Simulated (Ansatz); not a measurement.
**Ti: a tetragonal deformation path**

Aim: for Ti, look for other minima along a tetragonal path.

Program: Ansatz 0.2.0. Level of theory: DFT r2SCAN, scalar-relativistic, plane waves, PAW. These are calculated values, not measurements.

2 further runs of the same task are left out: 2 set aside as unsound or not needed. Runs told in other sessions of the task aren't counted.

## Step 1: The structure to begin with

It takes space group Im-3m (No. 229, cubic). Conventional cell: a = 3.252 Å, b = 3.252 Å, c = 3.252 Å, α = 90.00°, β = 90.00°, γ = 90.00°. Ti (site symmetry m-3m) has 8 Ti at 2.82 Å in its first shell of neighbours.

As a file:

```xyz
1
Lattice="-1.6259 1.6259 1.6259 1.6259 -1.6259 1.6259 1.6259 1.6259 -1.6259" Properties=species:S:1:pos:R:3 pbc="T T T"
Ti    0.0000    0.0000    0.0000
```

This cell was relaxed beforehand with the same method: volume 17.19 Å³/atom, gap on the mesh none (metal).

## Step 2: The undisturbed cell

input.yaml reads:

```yaml
crystal:
  lattice:
    - [-1.6258948694, 1.6258948694, 1.6258948694]
    - [1.6258948694, -1.6258948694, 1.6258948694]
    - [1.6258948694, 1.6258948694, -1.6258948694]
  atoms:
    - { symbol: Ti, position: [0.0, 0.0, 0.0] }
basis:
  ecutwfc: 500
kpoints:
  mp_grid: { grid: [28, 28, 28] }
hamiltonian:
  xc: r2scan
scf:
  occupations: { method: gaussian, width: 0.15 }
output:
  forces: true
  stress: true
  eigenvalues: true
  write_density: true
  write_potential: true
  elf: true
  volumetric_format: npy
```

On the command line:

```
$ ansatz run input.yaml --threads 1 --pin off --max-ram 2560MiB --backend cpu --events-out ev --progress --plain --runs-dir out
```

The program printed (excerpt; [...] marks lines left out):

```text
Warning: RAYON_NUM_THREADS=1 ignored (pool sized by the plan → 1); use --threads N
[...]
Pseudopotentials: kind: paw
Pseudopotential: Ti, paw, valence charge 12, recommended cutoff 500 eV (meta_gga), Ti.paw.azcp
Functional definition: r2SCAN
[...]
Crystal: 1 atoms, lattice volume = 17.192 Å³
Basis set: ecut = 500 eV, 429 PW (Γ), exchange–correlation on 96×96×96 points (64 copies of the dense FFT grid, shifted against one another)
Bands: 10, of which v1, the nominal top of the filled ones, is band 6 counted from 1 (5 counted from 0)
Symmetry: 48 space group operations
Space group: Im-3m (ITA 229), of the structure as read, at distance tolerance 2.6e-5 Å
k-points: 624 of 21952
[...]
SCF iter   1: F=—  HF=-2504.224017 eV  |F-HF|=—  |Δ(HF+E_count)|=         —  Δρ=1.44e-2  dr2=3.08e-2  dr2_τ=6.94e-3  ethr=1.77e-3  ⟨swp⟩=4.6  Hψ=33899  notcnv=0
[...]
SCF iter   6: F=-2504.245856 eV  HF=-2504.245856 eV  |F-HF|=1.27e-9  |Δ(HF+E_count)|=   5.80e-7  Δρ=3.94e-6  dr2=1.10e-9  dr2_τ=1.26e-10  ethr=8.33e-10  ⟨swp⟩=8.4  Hψ=38481  notcnv=0
[...]
SCF converged after 6 iterations
Free energy (F): -2504.245856 eV
[...]
E sigma→0 (E₀):  -2504.233502 eV
Entropy (-TS):   -0.024709 eV (-24.709 meV/atom)
Fermi energy:    13.291877 eV
[...]
--- Forces (eV/Å), atoms counted from 1 ---
  atom   1  Ti    -0.00000000     0.00000000    -0.00000000
[...]
--- Stress (GPa, compression-positive) ---
        0.125222      -0.000000      -0.000000
        0.000000       0.125222      -0.000000
       -0.000000      -0.000000       0.125222
  P = ⅓ Tr σ = 0.1252 GPa (1.252 kbar)
--- Band table (eV; the first three rows and the last of 624) ---
  k-point 0: bands = ["-45.6171", "-20.3983", "-20.3983", "-20.3983", "6.9050", "14.4398", "14.4398", "14.4398", "16.2420", "16.2420"]
[...]
```

Run time: 18 s. Hardware: 1 thread of Arm Neoverse V1, shared host; peak memory 0.46 GiB.

Axes a, b and c in the maps are those of this run's conventional cell (a, b, c = 3.252, 3.252, 3.252 Å).

Density in a lattice plane of the grid's cell (edges 3.25 and 3.25 Å, at 0.000 of the third edge), which holds Ti.

Ten even steps from ' ' (0.19 e/Å³) to '@' (10.19 e/Å³):
```
@@@@%%**--..                          ..--**%%@@
%%##**==::..                          ..::==**##
++====::..                              ..::====
::::....                                  ....::
                                                
                                                
                                                
                                                
                                                
                                                
                                                
                                                
                                                
                                                
                                                
::::....                                  ....::
++====::..                              ..::====
%%##**==::..                          ..::==**##
@@@@%%**--..                          ..--**%%@@
@@@@%%**==::                          ::==**%%@@
```
Columns run along the first of these edges and rows up along the second, over one cell in 24 and 20 even steps from the bottom left corner. Atoms in the plane (fractional): Ti at (0.00, 0.00).

ELF in the same plane.

Values, 12 rows by 12 columns:
```
0.25 0.46 0.64 0.31 0.13 0.36 0.55 0.36 0.13 0.31 0.63 0.46
0.64 0.64 0.46 0.18 0.18 0.46 0.60 0.46 0.18 0.18 0.47 0.63
0.38 0.31 0.18 0.16 0.33 0.55 0.63 0.55 0.33 0.16 0.18 0.31
0.12 0.13 0.18 0.33 0.51 0.58 0.60 0.58 0.51 0.33 0.18 0.13
0.32 0.36 0.46 0.55 0.58 0.56 0.55 0.56 0.58 0.55 0.46 0.36
0.52 0.55 0.60 0.63 0.60 0.55 0.52 0.55 0.60 0.63 0.60 0.55
0.32 0.36 0.46 0.55 0.58 0.56 0.55 0.56 0.58 0.55 0.46 0.36
0.12 0.13 0.18 0.33 0.51 0.58 0.60 0.58 0.51 0.33 0.18 0.13
0.38 0.31 0.18 0.16 0.33 0.55 0.63 0.55 0.33 0.16 0.18 0.31
0.64 0.63 0.47 0.18 0.18 0.46 0.60 0.46 0.18 0.18 0.46 0.64
0.25 0.46 0.63 0.31 0.13 0.36 0.55 0.36 0.13 0.31 0.64 0.46
0.00 0.25 0.64 0.38 0.12 0.32 0.52 0.32 0.12 0.38 0.64 0.25
```
Columns run along the first of these edges and rows up along the second, over one cell in 12 and 12 even steps from the bottom left corner. Atoms in the plane (fractional): Ti at (0.00, 0.00).

Both are smooth fields of the valence electrons: close to the nuclei they are not physical.

Outside the cores ELF peaks at 0.63 between the atoms, 1.8 Å from Ti.

Reference values: F = -2504.2459 eV; pressure 0.13 GPa; largest force 0.000 eV/Å; gap on the mesh none (metal).

## Step 3: Next: a tetragonal deformation path

At fixed volume and fractional coordinates, lengths along (0.000, 0.000, 1.000) are scaled against those across it; ρ is that ratio over its starting value.

## Step 4: ρ = 0.707

input.yaml reads:

```yaml
crystal:
  lattice:
    - [-1.8250971602, 1.8250971602, 1.2903436923]
    - [1.8250971602, -1.8250971602, 1.2903436923]
    - [1.8250971602, 1.8250971602, -1.2903436923]
  atoms:
    - { symbol: Ti, position: [0.0, 0.0, 0.0] }
basis:
  ecutwfc: 500
kpoints:
  mp_grid: { grid: [28, 28, 28] }
hamiltonian:
  xc: r2scan
scf:
  occupations: { method: gaussian, width: 0.15 }
output:
  forces: true
  stress: true
  eigenvalues: true
```

On the command line:

```
$ ansatz run input.yaml --threads 1 --pin off --max-ram 2560MiB --backend cpu --events-out ev --progress --plain --runs-dir out
```

The program printed (excerpt; [...] marks lines left out):

```text
Warning: RAYON_NUM_THREADS=1 ignored (pool sized by the plan → 1); use --threads N
[...]
[... 3 set-up lines as earlier in the session ...]
[...]
Crystal: 1 atoms, lattice volume = 17.192 Å³
Basis set: ecut = 500 eV, 457 PW (Γ), exchange–correlation on 96×96×96 points (64 copies of the dense FFT grid, shifted against one another)
Bands: 10, of which v1, the nominal top of the filled ones, is band 6 counted from 1 (5 counted from 0)
Symmetry: 16 space group operations
Space group: I4/mmm (ITA 139), of the structure as read, at distance tolerance 2.6e-5 Å
k-points: 1639 of 21952
[...]
SCF iter   1: F=—  HF=-2504.094119 eV  |F-HF|=—  |Δ(HF+E_count)|=         —  Δρ=1.25e-2  dr2=1.67e-2  dr2_τ=1.04e-2  ethr=1.77e-3  ⟨swp⟩=4.5  Hψ=90480  notcnv=0
[...]
SCF iter   6: F=-2504.122398 eV  HF=-2504.122398 eV  |F-HF|=8.26e-9  |Δ(HF+E_count)|=   1.22e-7  Δρ=7.90e-6  dr2=3.55e-9  dr2_τ=1.02e-9  ethr=8.33e-10  ⟨swp⟩=5.0  Hψ=72079  notcnv=0
[...]
SCF converged after 6 iterations
Free energy (F): -2504.122398 eV
[...]
E sigma→0 (E₀):  -2504.118312 eV
Entropy (-TS):   -0.008173 eV (-8.173 meV/atom)
Fermi energy:    13.366439 eV
[...]
--- Forces (eV/Å), atoms counted from 1 ---
  atom   1  Ti    -0.00000000     0.00000000     0.00000000
[...]
--- Stress (GPa, compression-positive) ---
       -6.223501      -0.000000       0.000000
       -0.000000      -6.223501       0.000000
        0.000000       0.000000      12.004009
  P = ⅓ Tr σ = -0.1477 GPa (-1.477 kbar)
--- Band table (eV; the first three rows and the last of 1639) ---
  k-point 0: bands = ["-45.5180", "-20.3263", "-20.3263", "-20.0705", "6.9740", "12.8851", "13.9282", "16.1173", "16.1173", "17.2510"]
[...]
```

Wall time 35 s (1 thread of Arm Neoverse V1, shared host); peak memory 0.69 GiB.

## Step 5: ρ = 1.414

input.yaml, as its differences from that of step 4:

```diff
@@ -2,5 +2,5 @@
   lattice:
-    - [-1.8250971602, 1.8250971602, 1.2903436923]
-    - [1.8250971602, -1.8250971602, 1.2903436923]
-    - [1.8250971602, 1.8250971602, -1.2903436923]
+    - [-1.448580576, 1.448580576, 2.0482929345]
+    - [1.448580576, -1.448580576, 2.0482929345]
+    - [1.448580576, 1.448580576, -2.0482929345]
   atoms:
```

On the command line:

```
$ ansatz run input.yaml --threads 1 --pin off --max-ram 2560MiB --backend cpu --events-out ev --progress --plain --runs-dir out
```

The program printed (excerpt; [...] marks lines left out):

```text
Warning: RAYON_NUM_THREADS=1 ignored (pool sized by the plan → 1); use --threads N
[...]
[... 3 set-up lines as earlier in the session ...]
[...]
Crystal: 1 atoms, lattice volume = 17.192 Å³
Basis set: ecut = 500 eV, 411 PW (Γ), exchange–correlation on 96×96×96 points (64 copies of the dense FFT grid, shifted against one another)
Bands: 10, of which v1, the nominal top of the filled ones, is band 6 counted from 1 (5 counted from 0)
[... 2 set-up lines as earlier in the session ...]
k-points: 1639 of 21952
[...]
SCF iter   1: F=—  HF=-2504.287714 eV  |F-HF|=—  |Δ(HF+E_count)|=         —  Δρ=1.55e-2  dr2=3.80e-2  dr2_τ=8.27e-3  ethr=1.77e-3  ⟨swp⟩=4.5  Hψ=87500  notcnv=0
[...]
SCF iter   6: F=-2504.306848 eV  HF=-2504.306848 eV  |F-HF|=9.28e-9  |Δ(HF+E_count)|=   1.22e-7  Δρ=6.97e-6  dr2=5.58e-9  dr2_τ=7.84e-10  ethr=6.66e-10  ⟨swp⟩=2.0  Hψ=59484  notcnv=0
[...]
SCF converged after 6 iterations
Free energy (F): -2504.306848 eV
[...]
E sigma→0 (E₀):  -2504.298141 eV
Entropy (-TS):   -0.017415 eV (-17.415 meV/atom)
Fermi energy:    13.408586 eV
[...]
--- Forces (eV/Å), atoms counted from 1 ---
  atom   1  Ti    -0.00000000     0.00000000     0.00000000
[...]
--- Stress (GPa, compression-positive) ---
        1.138447       0.000000       0.000000
        0.000000       1.138447      -0.000000
       -0.000000      -0.000000       1.143581
  P = ⅓ Tr σ = 1.1402 GPa (11.402 kbar)
--- Band table (eV; the first three rows and the last of 1639) ---
  k-point 0: bands = ["-45.6394", "-20.4205", "-20.4205", "-20.4205", "6.8885", "14.4120", "14.4120", "14.4132", "16.2365", "16.2378"]
[...]
```

It took 36 s on 1 thread of Arm Neoverse V1, shared host; peak memory 0.69 GiB.

## Step 6: At ρ = 0.850

input.yaml, as its differences from that of step 5:

```diff
@@ -2,5 +2,5 @@
   lattice:
-    - [-1.448580576, 1.448580576, 2.0482929345]
-    - [1.448580576, -1.448580576, 2.0482929345]
-    - [1.448580576, 1.448580576, -2.0482929345]
+    - [-1.7164038712, 1.7164038712, 1.4589432905]
+    - [1.7164038712, -1.7164038712, 1.4589432905]
+    - [1.7164038712, 1.7164038712, -1.4589432905]
   atoms:
```

On the command line:

```
$ ansatz run input.yaml --threads 1 --pin off --max-ram 2560MiB --backend cpu --events-out ev --progress --plain --runs-dir out
```

The program printed (excerpt; [...] marks lines left out):

```text
[...]
SCF converged after 6 iterations
Free energy (F): -2504.255006 eV
[...]
E sigma→0 (E₀):  -2504.244777 eV
Entropy (-TS):   -0.020459 eV (-20.459 meV/atom)
Fermi energy:    13.335720 eV
[...]
--- Forces (eV/Å), atoms counted from 1 ---
  atom   1  Ti    -0.00000000     0.00000000     0.00000000
[...]
--- Stress (GPa, compression-positive) ---
       -0.930938      -0.000000       0.000000
       -0.000000      -0.930938      -0.000000
        0.000000      -0.000000       2.049715
  P = ⅓ Tr σ = 0.0626 GPa (0.626 kbar)
--- Band table (eV; the first three rows and the last of 1639) ---
  k-point 0: bands = ["-45.6012", "-20.3905", "-20.3905", "-20.3502", "6.9100", "13.6259", "15.0496", "15.0496", "15.2710", "16.8736"]
[...]
```

Wall time 35 s (1 thread of Arm Neoverse V1, shared host); peak memory 0.69 GiB.

## Step 7: Point ρ = 1.200

input.yaml, as its differences from that of step 6:

```diff
@@ -2,5 +2,5 @@
   lattice:
-    - [-1.7164038712, 1.7164038712, 1.4589432905]
-    - [1.7164038712, -1.7164038712, 1.4589432905]
-    - [1.7164038712, 1.7164038712, -1.4589432905]
+    - [-1.5300256513, 1.5300256513, 1.8360307815]
+    - [1.5300256513, -1.5300256513, 1.8360307815]
+    - [1.5300256513, 1.5300256513, -1.8360307815]
   atoms:
```

On the command line:

```
$ ansatz run input.yaml --threads 1 --pin off --max-ram 2560MiB --backend cpu --events-out ev --progress --plain --runs-dir out
```

The program printed (excerpt; [...] marks lines left out):

```text
Warning: RAYON_NUM_THREADS=1 ignored (pool sized by the plan → 1); use --threads N
[...]
[... 3 set-up lines as earlier in the session ...]
[...]
Crystal: 1 atoms, lattice volume = 17.192 Å³
Basis set: ecut = 500 eV, 443 PW (Γ), exchange–correlation on 96×96×96 points (64 copies of the dense FFT grid, shifted against one another)
Bands: 10, of which v1, the nominal top of the filled ones, is band 6 counted from 1 (5 counted from 0)
[... 2 set-up lines as earlier in the session ...]
k-points: 1639 of 21952
[...]
SCF iter   1: F=—  HF=-2504.258613 eV  |F-HF|=—  |Δ(HF+E_count)|=         —  Δρ=1.56e-2  dr2=3.74e-2  dr2_τ=7.68e-3  ethr=1.77e-3  ⟨swp⟩=4.5  Hψ=87781  notcnv=0
[...]
SCF iter   6: F=-2504.279546 eV  HF=-2504.279546 eV  |F-HF|=8.58e-10  |Δ(HF+E_count)|=   4.19e-7  Δρ=3.52e-6  dr2=7.09e-10  dr2_τ=1.71e-10  ethr=8.33e-10  ⟨swp⟩=5.1  Hψ=72107  notcnv=0
[...]
SCF converged after 6 iterations
Free energy (F): -2504.279546 eV
[...]
E sigma→0 (E₀):  -2504.268460 eV
Entropy (-TS):   -0.022172 eV (-22.172 meV/atom)
Fermi energy:    13.362778 eV
[...]
--- Forces (eV/Å), atoms counted from 1 ---
  atom   1  Ti    -0.00000000     0.00000000    -0.00000000
[...]
--- Stress (GPa, compression-positive) ---
       -0.458229      -0.000000       0.000000
       -0.000000      -0.458229       0.000000
        0.000000       0.000000       3.388839
  P = ⅓ Tr σ = 0.8241 GPa (8.241 kbar)
--- Band table (eV; the first three rows and the last of 1639) ---
  k-point 0: bands = ["-45.6497", "-20.4315", "-20.4315", "-20.4245", "6.8991", "14.1821", "14.1821", "15.2792", "15.4139", "16.6345"]
[...]
```

Run time: 37 s. Hardware: 1 thread of Arm Neoverse V1, shared host; peak memory 0.69 GiB.

## Step 8: Point ρ = 0.780

input.yaml, as its differences from that of step 7:

```diff
@@ -2,5 +2,5 @@
   lattice:
-    - [-1.5300256513, 1.5300256513, 1.8360307815]
-    - [1.5300256513, -1.5300256513, 1.8360307815]
-    - [1.5300256513, 1.5300256513, -1.8360307815]
+    - [-1.7662855923, 1.7662855923, 1.377702762]
+    - [1.7662855923, -1.7662855923, 1.377702762]
+    - [1.7662855923, 1.7662855923, -1.377702762]
   atoms:
```

On the command line:

```
$ ansatz run input.yaml --threads 1 --pin off --max-ram 2560MiB --backend cpu --events-out ev --progress --plain --runs-dir out
```

The program printed (excerpt; [...] marks lines left out):

```text
Warning: RAYON_NUM_THREADS=1 ignored (pool sized by the plan → 1); use --threads N
[...]
[... 3 set-up lines as earlier in the session ...]
[...]
Crystal: 1 atoms, lattice volume = 17.192 Å³
Basis set: ecut = 500 eV, 433 PW (Γ), exchange–correlation on 96×96×96 points (64 copies of the dense FFT grid, shifted against one another)
Bands: 10, of which v1, the nominal top of the filled ones, is band 6 counted from 1 (5 counted from 0)
[... 2 set-up lines as earlier in the session ...]
k-points: 1639 of 21952
[...]
SCF iter   1: F=—  HF=-2504.191631 eV  |F-HF|=—  |Δ(HF+E_count)|=         —  Δρ=1.08e-2  dr2=1.33e-2  dr2_τ=8.64e-3  ethr=1.77e-3  ⟨swp⟩=4.5  Hψ=89182  notcnv=0
[...]
SCF iter   6: F=-2504.216175 eV  HF=-2504.216175 eV  |F-HF|=1.81e-9  |Δ(HF+E_count)|=   7.06e-8  Δρ=5.88e-6  dr2=5.18e-9  dr2_τ=3.59e-10  ethr=5.45e-10  ⟨swp⟩=2.0  Hψ=59519  notcnv=0
[...]
SCF converged after 6 iterations
Free energy (F): -2504.216175 eV
[...]
E sigma→0 (E₀):  -2504.207431 eV
Entropy (-TS):   -0.017488 eV (-17.488 meV/atom)
Fermi energy:    13.372678 eV
[...]
--- Forces (eV/Å), atoms counted from 1 ---
  atom   1  Ti    -0.00000000     0.00000000     0.00000000
[...]
--- Stress (GPa, compression-positive) ---
       -3.315314       0.000000       0.000000
        0.000000      -3.315314       0.000000
        0.000000      -0.000000       5.844230
  P = ⅓ Tr σ = -0.2621 GPa (-2.621 kbar)
--- Band table (eV; the first three rows and the last of 1639) ---
  k-point 0: bands = ["-45.5406", "-20.3369", "-20.3369", "-20.2393", "6.9286", "13.2702", "14.6694", "15.5178", "15.5178", "17.1309"]
[...]
```

It took 34 s on 1 thread of Arm Neoverse V1, shared host; peak memory 0.69 GiB.

## Step 9: ρ = 1.300

input.yaml, as its differences from that of step 8:

```diff
@@ -2,5 +2,5 @@
   lattice:
-    - [-1.7662855923, 1.7662855923, 1.377702762]
-    - [1.7662855923, -1.7662855923, 1.377702762]
-    - [1.7662855923, 1.7662855923, -1.377702762]
+    - [-1.4897429648, 1.4897429648, 1.9366658543]
+    - [1.4897429648, -1.4897429648, 1.9366658543]
+    - [1.4897429648, 1.4897429648, -1.9366658543]
   atoms:
```

On the command line:

```
$ ansatz run input.yaml --threads 1 --pin off --max-ram 2560MiB --backend cpu --events-out ev --progress --plain --runs-dir out
```

The program printed (excerpt; [...] marks lines left out):

```text
[...]
SCF converged after 6 iterations
Free energy (F): -2504.298583 eV
[...]
E sigma→0 (E₀):  -2504.288979 eV
Entropy (-TS):   -0.019209 eV (-19.209 meV/atom)
Fermi energy:    13.394157 eV
[...]
--- Forces (eV/Å), atoms counted from 1 ---
  atom   1  Ti    -0.00000000     0.00000000     0.00000000
[...]
--- Stress (GPa, compression-positive) ---
        0.169268      -0.000000      -0.000000
       -0.000000       0.169268      -0.000000
        0.000000       0.000000       2.769784
  P = ⅓ Tr σ = 1.0361 GPa (10.361 kbar)
--- Band table (eV; the first three rows and the last of 1639) ---
  k-point 0: bands = ["-45.6444", "-20.4263", "-20.4263", "-20.4215", "6.8924", "14.2424", "14.2424", "14.8538", "15.8313", "16.5309"]
[...]
```

It took 37 s on 1 thread of Arm Neoverse V1, shared host; peak memory 0.69 GiB.

## Step 10: At ρ = 0.920

input.yaml, as its differences from that of step 9:

```diff
@@ -2,5 +2,5 @@
   lattice:
-    - [-1.4897429648, 1.4897429648, 1.9366658543]
-    - [1.4897429648, -1.4897429648, 1.9366658543]
-    - [1.4897429648, 1.4897429648, -1.9366658543]
+    - [-1.6717186395, 1.6717186395, 1.5379811484]
+    - [1.6717186395, -1.6717186395, 1.5379811484]
+    - [1.6717186395, 1.6717186395, -1.5379811484]
   atoms:
```

On the command line:

```
$ ansatz run input.yaml --threads 1 --pin off --max-ram 2560MiB --backend cpu --events-out ev --progress --plain --runs-dir out
```

The program printed (excerpt; [...] marks lines left out):

```text
[...]
SCF converged after 6 iterations
Free energy (F): -2504.255352 eV
[...]
E sigma→0 (E₀):  -2504.243673 eV
Entropy (-TS):   -0.023358 eV (-23.358 meV/atom)
Fermi energy:    13.307893 eV
[...]
--- Forces (eV/Å), atoms counted from 1 ---
  atom   1  Ti    -0.00000000     0.00000000     0.00000000
[...]
--- Stress (GPa, compression-positive) ---
        0.951735      -0.000000      -0.000000
       -0.000000       0.951735       0.000000
        0.000000      -0.000000      -1.271365
  P = ⅓ Tr σ = 0.2107 GPa (2.107 kbar)
--- Band table (eV; the first three rows and the last of 1639) ---
  k-point 0: bands = ["-45.6235", "-20.4038", "-20.4038", "-20.4023", "6.9053", "13.9985", "14.7070", "14.7070", "15.7774", "16.5946"]
[...]
```

It took 36 s on 1 thread of Arm Neoverse V1, shared host; peak memory 0.69 GiB.

## Step 11: Results of the scan

Collected from the runs (energy zero: the undisturbed cell):

| ρ | ΔE (meV/atom) | pressure (GPa) | space group |
| --- | --- | --- | --- |
| 0.707 | 123.5 | -0.1 | I4/mmm |
| 0.780 | 29.7 | -0.3 | I4/mmm |
| 0.850 | -9.2 | 0.1 | I4/mmm |
| 0.920 | -9.5 | 0.2 | I4/mmm |
| 1.000 | 0.0 | 0.1 | Im-3m |
| 1.200 | -33.7 | 0.8 | I4/mmm |
| 1.300 | -52.7 | 1.0 | I4/mmm |
| 1.414 | -61.0 | 1.1 | Fm-3m |

## Step 12: What came out

```
     quantity                        value
highest point  123.5 meV/atom at ρ = 0.707
```

The energy drops below the reference, by 61.0 meV/atom at ρ = 1.414. Further dips among the sampled points: ρ = 0.920 (-9.5 meV/atom); whether they survive relaxation was not tested. At ρ = 1.414 the cell takes another symmetry, Fm-3m, -61.0 meV/atom from the start at this fixed volume.
